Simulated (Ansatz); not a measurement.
**From the elastic tensor of C to moduli and sound speeds**

Computed with Ansatz 0.2.0, DFT PBEsol, scalar-relativistic, plane waves, PAW. Settings: 420 eV plane-wave cutoff, Γ-centred 12×12×12 mesh, fixed occupations. No spin polarisation.

The structure is cubic, space group Fd-3m (No. 227). The conventional cell has a = 3.554 Å, b = 3.554 Å, c = 3.554 Å, α = 90.00°, β = 90.00°, γ = 90.00°. C (site symmetry -43m) has 4 C at 1.54 Å as nearest neighbours.

Relaxed-ion constants (GPa, on the Cartesian axes of the calculation):
```
1069.5  139.6  139.6    0.0    0.0    0.0
 139.6 1069.5  139.6    0.0    0.0    0.0
 139.6  139.6 1069.5    0.0    0.0    0.0
   0.0    0.0    0.0  573.0    0.0    0.0
   0.0    0.0    0.0    0.0  573.0    0.0
   0.0    0.0    0.0    0.0    0.0  573.0
```

Density 3.555 g/cm³; 2 atoms in 11.22 Å³.

The values that follow are for a polycrystal of randomly turned grains, by Hill's mean where one number stands.

With S = C⁻¹: B_V = (C11+C22+C33+2(C12+C13+C23))/9, G_V = (C11+C22+C33−C12−C13−C23+3(C44+C55+C66))/15, 1/B_R = S11+S22+S33+2(S12+S13+S23), 15/G_R = 4(S11+S22+S33−S12−S13−S23)+3(S44+S55+S66); Hill is their mean. Then v_l = √((B+4G/3)/ρ), v_t = √(G/ρ), v_m = [(2/v_t³+1/v_l³)/3]^(−1/3) and Θ = (ħ/k_B)·v_m·(6π²n/V)^(1/3) for n atoms in the volume V; E = 9BG/(3B+G), ν = (3B−2G)/(2(3B+G)) and A^U = 5G_V/G_R + B_V/B_R − 6.

```json
{"Bulk modulus, Voigt / Reuss / Hill": "449.5 / 449.5 / 449.5 GPa", "Shear modulus, Voigt / Reuss / Hill": "529.8 / 524.3 / 527.0 GPa", "Young's modulus": "1137 GPa", "Poisson ratio": "0.079", "Pugh ratio B/G": "0.85", "Universal anisotropy index": "0.05", "Longitudinal and transverse sound speeds": "18003 and 12176 m/s", "Debye temperature from the mean sound speed": "2226 K"}
```

Cost: 1 run of about 0.12 core-minutes, on Intel Xeon Platinum 8559C (Emerald Rapids) (shared hosts).

Diamond resists a change of shape even more strongly than a change of volume: the shear modulus of 527.0 GPa exceeds the bulk modulus of 449.5 GPa, which is rare among solids. The reason lies in the directional sp³ bonds. Shear must bend the tetrahedral angles as well as stretch bonds, and in carbon, with no p shell in its core and short, strong σ overlap, bending is unusually costly. The same angular stiffness puts C44 far above C12, the opposite of what is typical of ductile metals, and keeps the Poisson ratio down at 0.079.

The elastic anisotropy is small but real: C44 also exceeds half the difference between C11 and C12, so the crystal is stiffest in tension along ⟨111⟩, the bond directions. High sound speeds and the Debye temperature follow from stiff bonds joined to a light atom. The constants satisfy the cubic stability criteria for small homogeneous strains, but this says nothing about diamond's energy relative to graphite, and neither hardness nor cleavage strength follows from the elastic response alone.
